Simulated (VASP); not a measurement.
Set up this calculation in VASP 6.6.1, as the native input.

| Item | Value |
| --- | --- |
| Task | single point |
| Functional | PBE |
| Potentials or basis | VASP PAW PBE potentials, release 64 (Si) |
| Cutoff | 520 eV |
| k mesh | 10 × 10 × 10 |
| Occupations | gaussian, width 0.02 eV |
| Spin | no spin polarisation |
| Dipole correction | no |
| Further INCAR settings | ALGO = Fast; EDIFF = 1e-06; NBANDS = 11 |

The structure of Si lies in POSCAR:

```
Si
1.0
    0.0000000000      2.7348383262      2.7348383262
    2.7348383262      0.0000000000      2.7348383262
    2.7348383262      2.7348383262      0.0000000000
Si
2
Direct
    0.7500000000      0.7500000000      0.7500000000
    0.5000000000      0.5000000000      0.5000000000
```

These files were run (other wordings do the same):

INCAR

```
SYSTEM = Si
  PREC = Accurate
  ENCUT = 520
  EDIFF = 1E-6
  ISMEAR = 0
  SIGMA = 0.02
  LREAL = .False.
  LASPH = .True.
  NELM = 100
  ALGO = Fast
  ISIF = 2
  LWAVE = .False.
  LCHARG = .True.
  GGA = PE
  LELF = .True.
  LVHAR = .True.
  NBANDS = 11
```

KPOINTS

```
Automatic mesh
0
Gamma
  10 10 10
  0 0 0
```

Potentials or basis: VASP PAW PBE potentials, release 64 (Si).

Launch:

```sh
$ cat potpaw_PBE.64/Si/POTCAR > POTCAR
$ mpirun -np 1 vasp_std > vasp.out
```

Results of the run:

| Quantity | Value |
| --- | --- |
| Pressure | -0.1 GPa |
| Band gap on the k mesh | 0.62 eV, indirect (least direct gap 2.56 eV) |

It took 9.7 s on 1 thread of Intel(R) Xeon(R) 6975P-C (Granite Rapids), with other jobs on the host, peak memory 0.16 GiB.
